A crystal of zinc selenide is squeezed or stretched evenly in all directions, so that it keeps its zincblende shape and only the spacing of its atoms changes. A density-functional calculation with the PBEsol functional gives the energy gap between filled and empty electron states at each volume. The gap of the most strongly squeezed cell is still to be found.

In the table, volume is the volume per atom and shortest distance is the Zn–Se bond length. The gap on path is the energy from the highest filled to the lowest empty level along a line through the special points of the crystal's bands. The direct gap on path is the smallest such distance between two levels of the same wave vector.

GPAW 26.7.0, PBEsol with PAW data sets and plane waves up to 600 eV, for zincblende ZnSe (two-atom cell) under even compression and stretching. All runs use an 8 × 8 × 8 k mesh and Fermi–Dirac smearing of 0.05 eV, without spin polarisation or spin–orbit coupling.

```tsv
volume (Å³/atom)	shortest distance (Å)	gap on path (eV)	direct gap on path (eV)
20.134	2.356	?	?
21.418	2.405	1.421	1.421
22.081	2.430	1.297	1.297
22.757	2.454	1.177	1.177
23.446	2.479	1.061	1.061
24.149	2.503	0.950	0.950
25.598	2.552	0.739	0.739
```

**(a) Which way does the gap move when the crystal is squeezed, and which electron states make it move?**

*Solution.* In the six known rows the gap grows at every step towards smaller volume. From 25.598 to 21.418 Å³/atom it gains 0.682 eV, nearly doubling. The two gap columns agree throughout, so the top of the filled bands and the bottom of the empty ones share a wave vector. The band energies place both at Γ, the centre of the Brillouin zone, where the electron wave repeats itself identically from cell to cell.

The explanation lies in what these two states are made of, and here the argument is standard bonding theory. The lowest empty state at Γ is an antibonding mixture of Zn s and Se s orbitals, with a node between neighbouring atoms. The highest filled state is mainly Se p. When the atoms approach, the s orbitals overlap more strongly and the antibonding state is pushed up. The valence top does not follow it as fast, so the gap opens.

A simple picture says the opposite: squeezing broadens bands, and broader bands close gaps. The filled bands do broaden here. At Γ the distance from the Se 4s level to the valence top grows from 12.91 eV at 24.149 Å³/atom to 13.68 eV at 21.418. The gap grows all the same, because the lowest empty state is the antibonding partner of that deep Se 4s level. Stronger mixing of Zn s with Se s drives these two apart and lifts the empty state away from the valence top, which by symmetry does not mix with either of them at Γ. Broadening closes a gap only when it moves the two band edges towards each other.

One effect works against the opening. The filled Zn 3d levels lie below the Se p states and repel them upwards, more strongly at short distance, which lifts the valence top. Only some of the 3d levels at Γ have the right symmetry to take part, so the repulsion should split the group. The splitting does grow on compression, from 0.316 to 0.421 eV between the same two volumes. The order of the levels fits as well: the three that can mix with Se p lie below the two that cannot, as a push from above demands. The electric field of the negatively charged Se neighbours alone would be expected to put the three on top.

**(b) Does each further squeeze of the same relative size open the gap by the same amount?**

*Solution.* No, the response grows stronger as the crystal shrinks. A likely reason is that the coupling between neighbouring orbitals rises ever more steeply as the atoms approach, so that a given relative change of volume does more in a tight crystal than in a loose one. To see this in the numbers, volumes are best compared on a logarithmic scale, where equal relative changes have equal length. With $E$ for the gap and $V$ for the volume per atom, the slope $dE/d\ln V$ is called the deformation potential of the gap.

Between the two largest volumes this slope is −3.62 eV, and between the two smallest known ones it is −4.07 eV. It changes in the same direction at every step between. A straight line in $\ln V$ would therefore miss something real, and it would miss most beyond the end of the data.

The simplest curve that lets the deformation potential vary has one more term. Measured from the volume $V_0 = 22.757$ Å³/atom,

$$E = E_0 + a\,u + b\,u^2, \qquad u = \ln\frac{V}{V_0}.$$

Least squares over the six known rows gives $E_0 = 1.177$ eV, $a = -3.924$ eV and $b = 1.719$ eV. The curve meets each of these rows to better than 0.001 eV. With three constants for six smooth points this is a mild test, and the constants are not separate contributions of s, p and d orbitals.

A second form comes closer to the bonding picture. Couplings between orbitals on neighbouring atoms often scale roughly as $1/d^2$, where $d$ is the bond length. If the gap is a constant plus a term of this kind, it must bend in the observed direction, and only two constants are needed. The form should not be taken literally at large distance: its fitted constant would give widely separated atoms a gap of −4.67 eV, which makes no sense. It is a local description of how the gap changes with the bond.

**(c) Forecast the gap at 20.134 Å³/atom, give an honest range, and say whether the gap will still be direct.**

*Solution.* This cell lies 6.0 % in volume below the smallest known one, so the forecast is an extrapolation. The logarithm is $u = \ln(20.134/22.757) = -0.1225$, and the second-order curve gives

$$E = 1.177 + 3.924\times 0.1225 + 1.719\times 0.1225^2 = 1.177 + 0.4807 + 0.0258 \approx 1.68\ \text{eV}.$$

Most of the rise from $V_0$ comes from the linear term. The bending adds less than a tenth of it.

The other two forms, fitted to the same six rows, show how much the choice of curve matters. The $1/d^2$ form gives 1.675 eV and the straight line in $\ln V$ gives 1.650 eV. The first is a fair competitor and has to lie inside the range. The second ignores a bend that the known rows plainly show, so it should come out too low.

The gap could also change its character. At the two places compared here, both far from Γ, the lowest empty state is expected to contain less of the antibonding s mixture. It rises less on compression, so the state at Γ gains on it. At 21.418 Å³/atom the lowest empty level three quarters of the way from Γ to the special point X is still 1.555 eV above the minimum at Γ. At the corresponding place on the way to the point L it is 1.229 eV above. Carried on linearly in $\ln V$ from two volumes, both distances shrink but stay above 1 eV. The computed bands also pass through X and L themselves. In all six known rows the lowest empty levels there lie above the one at Γ, since the smallest gap on the whole path is the one at Γ. Their shift with volume is not followed here, and the estimate extrapolates from two other points, so it is a strong indication and not a proof.

The forecasts are these:

- The gap is larger than in any known row.
- Its value is about 1.68 eV, with a range of 1.66 to 1.70 eV. The range is a judgement that allows for the $1/d^2$ form and for the extrapolation.
- The straight line in $\ln V$ comes out too low.
- The gap stays direct, so both gap columns agree.

The withheld rows as computed:

```tsv
volume (Å³/atom)	shortest distance (Å)	gap on path (eV)	direct gap on path (eV)
20.134	2.356	1.683	1.683
```

**(d) Which forecasts held, and what does the comparison teach?**

*Solution.* All four held. The computed gap is 1.683 eV, and the second-order curve agrees with it to the last digit of the table. It lies well inside the range, though a single hit cannot show how wide the range had to be. The two gap columns are equal, so no empty state elsewhere on the path has dropped below the one at Γ.

The simpler curves show where the accuracy came from. The straight line falls short by 0.033 eV, because it carries an average deformation potential into a region where the true one is stronger. The $1/d^2$ form falls short by only 0.008 eV. Bond-length scaling therefore gives the right direction of the bend and most, but not all, of its size.

The close hit confirms that the gap is a smooth function of volume down to this cell. It does not prove the orbital explanation, since any cause that varies smoothly would allow the same extrapolation. The case for the s and p orbitals rests on bonding theory and on the behaviour of the bands in part (a).

**(e) What may be carried over to a real piece of ZnSe, and what would silicon do under the same treatment?**

*Solution.* The change of the gap is a better guide to a real crystal than its absolute size, though with a functional of this kind it too can be expected to come out somewhat too small. Near $V_0$, shortening every edge of the crystal by 1 % opens the calculated gap by 0.120 eV, the difference between the rows at 22.081 and 22.757 Å³/atom. This holds for even compression only. A film stretched or squeezed in its plane by a substrate loses the cubic symmetry, its valence top splits, and the number no longer applies as it stands.

The absolute gaps should not be used to predict a colour or an absorption edge. The measured gap of ZnSe is roughly 2.7 eV, a recalled round figure, while the calculation gives 1.177 eV at $V_0$. Functionals of this kind make gaps too small, and they also place the Zn 3d levels too high, which exaggerates their upward push on the valence top. Spin–orbit coupling is left out as well; it would lower the calculated gaps by something of the order of 0.1 eV. The forecast in part (c) was thus a forecast of this calculation, and its narrow range is no error bar against experiment.

Silicon has a similar network of bonds, yet its gap narrows slightly under pressure. Its lowest empty state lies close to X instead of at Γ, and states there lack the strong antibonding s character that drives the rise in ZnSe. The same contrast can be seen inside ZnSe. Three quarters of the way to X, the lowest empty level lies 3.217 eV above the valence top at 24.149 Å³/atom, but only 2.977 eV above it at 21.418.

For a neighbouring semiconductor with this kind of bonding, the first question is therefore where its lowest empty state lies. If it is the antibonding s state at Γ, compression should open the gap for as long as that state stays the lowest. If it lies near X, the gap should respond less strongly and may well shrink.
